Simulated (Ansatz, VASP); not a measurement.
**One calculation of PbS, two programs**

The input INCAR:

```
ALGO = Normal
EDIFF = 1E-7
ENCUT = 520
GGA = PE
ISIF = 2
ISMEAR = -1
LASPH = True
LCHARG = False
LREAL = False
LWAVE = False
NBANDS = 17
NELM = 100
PREC = Accurate
SIGMA = 0.05
```

Contents of KPOINTS:

```
k-points
0
Gamma
  8 8 8
```

The input POSCAR:

```
PbS
1.0
    2.0695340594      1.1948460463      3.3814492087
   -2.0695340594      1.1948460463      3.3814492087
    0.0000000000     -2.3896920926      3.3814492087
Pb S
1 1
Direct
    0.9805657800      0.9805657800      0.9805657800
    0.4750355500      0.4750355500      0.4750355500
```

The input input.yaml:

```yaml
crystal:
  lattice:
    - [2.0695340594, 1.1948460463, 3.3814492087]
    - [-2.0695340594, 1.1948460463, 3.3814492087]
    - [0.0, -2.3896920926, 3.3814492087]
  atoms:
    - { symbol: Pb, position: [0.98056578, 0.98056578, 0.98056578] }
    - { symbol: S, position: [0.47503555, 0.47503555, 0.47503555] }
hamiltonian:
  xc: pbe
  pseudopotentials: { kind: paw }
kpoints:
  mp_grid: { grid: [8, 8, 8] }
scf:
  occupations: { method: fermi_dirac, width: 0.05 }
output:
  forces: true
  stress: true
  eigenvalues: true
```

Change from the starting cell: volume scaled by 0.94.

Alike in both runs: task single point; functional PBE; k mesh 8 × 8 × 8; occupations fermi-dirac, width 0.05 eV; no spin polarisation.

|  | VASP | Ansatz |
| --- | --- | --- |
| version | VASP 6.6.1 | Ansatz 0.2.0 |
| potentials or method | VASP PAW PBE potentials, release 64 (Pb_d, S) | Ansatz PAW |
| plane-wave cutoff (eV) | 520 | 420 |
| valence electrons in the cell | 20 | 20 |

VASP gave:

* gap on the k mesh at the Fermi level (eV): 0.24
* least direct gap on the mesh (eV): 0.24
* pressure (GPa): 4.8
* rms of the force components (eV/Å): 0.031

Q: What did Ansatz give for the same quantities?

A: gap on the k mesh at the Fermi level (eV): 0.23; least direct gap on the mesh (eV): 0.23; pressure (GPa): 4.9; rms of the force components (eV/Å): 0.030.

Atom by atom the forces differ by 0.000 eV/Å (rms over components). With one functional, cell and mesh, what is left measures potentials, basis and numerics.

Caveats: spin-orbit coupling is left out, which as a rule narrows the gap of such compounds by several tenths of an eV. A k mesh can miss the band edges.
